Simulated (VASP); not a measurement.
**BeS in VASP: one cell, several levels of theory**

BeS built on the rocksalt prototype is computed at one geometry. Runs: HSE06, PBE0. This is a trial cell built on a prototype, not taken from a measured structure, and it needn't be the compound's ground state.

The runs shown are made with VASP 6.6.1. PAW datasets, plane waves. Note: simulated data, non-magnetic, for a generated structure that need not be the stable one.

## (1) Starting point

The cell comes from an earlier relaxation with r2SCAN in another program.

It is cubic, Fm-3m (No. 225); a = 4.635 Å in the conventional setting, 12.44 Å³ an atom. Near Be stand 6 S at 2.32 Å; near S stand 6 Be at 2.32 Å.

The structure in full:

```cif
data_structure
_symmetry_space_group_name_H-M 'P 1'
_symmetry_Int_Tables_number 1
_cell_length_a 3.2772
_cell_length_b 3.2772
_cell_length_c 3.2772
_cell_angle_alpha 60.000
_cell_angle_beta 60.000
_cell_angle_gamma 60.000
_cell_volume 24.89
loop_
_atom_site_label
_atom_site_type_symbol
_atom_site_fract_x
_atom_site_fract_y
_atom_site_fract_z
_atom_site_occupancy
Be1 Be 0.00000 0.00000 0.00000 1
S1 S 0.50000 0.50000 0.50000 1
```

## (2) HSE06 at this geometry

Contents of INCAR:

```
AEXX = 0.250000
ENCUT = 520.000000
HFSCREEN = 0.207900
SIGMA = 0.010000
EDIFF = 1.00e-07
ALGO = Normal
GGA = PE
PREC = Accurate
PRECFOCK = Fast
IBRION = -1
ISIF = 2
ISMEAR = 0
ISTART = 1
NBANDS = 11
NELM = 120
NSW = 0
LASPH = .TRUE.
LCHARG = .FALSE.
LHFCALC = .TRUE.
LWAVE = .FALSE.
LREAL = .FALSE.
```

Contents of KPOINTS:

```
KPOINTS created by Atomic Simulation Environment
0
Gamma
6 6 6
0 0 0
```

Contents of KPOINTS_OPT:

```
special points
7
Reciprocal
0.0000000000 0.0000000000 0.0000000000 1
0.5000000000 0.0000000000 0.5000000000 1
0.5000000000 0.2500000000 0.7500000000 1
0.3750000000 0.3750000000 0.7500000000 1
0.5000000000 0.5000000000 0.5000000000 1
0.6250000000 0.2500000000 0.6250000000 1
0.1500000000 0.1500000000 0.3000000000 1
```

Contents of POSCAR:

```
Be S
 1.0000000000000000
     0.0000000000000000    2.3172972018655114    2.3172972018655114
     2.3172972018655114   -0.0000000000000000    2.3172972018655114
     2.3172972018655114    2.3172972018655114   -0.0000000000000000
 Be  S
   1   1
Cartesian
  0.0000000000000000  0.0000000000000000  0.0000000000000000
  2.3172972018655109  2.3172972018655109  2.3172972018655109
```

Potentials: the recommended PBE PAW datasets, 8 valence electrons in the neutral cell.

## (3) PBE0 at this geometry

Edit INCAR of step 2 so:

```diff
@@ -2,3 +2,2 @@
 ENCUT = 520.000000
-HFSCREEN = 0.207900
 SIGMA = 0.010000
@@ -21 +20,2 @@
 LREAL = .FALSE.
+HFRCUT = -1
```

KPOINTS is that of step 2.

KPOINTS_OPT is that of step 2.

POSCAR is that of step 2.

Before running it: what results should come out? Wanted: for each run, gap; pressure.

**Answer**, as computed:

```
level  gap (eV)  pressure (GPa)
HSE06      1.72           -1.96
 PBE0      2.43           -1.89
```

The gap spans 1.72 eV (HSE06) to 2.43 eV (PBE0).
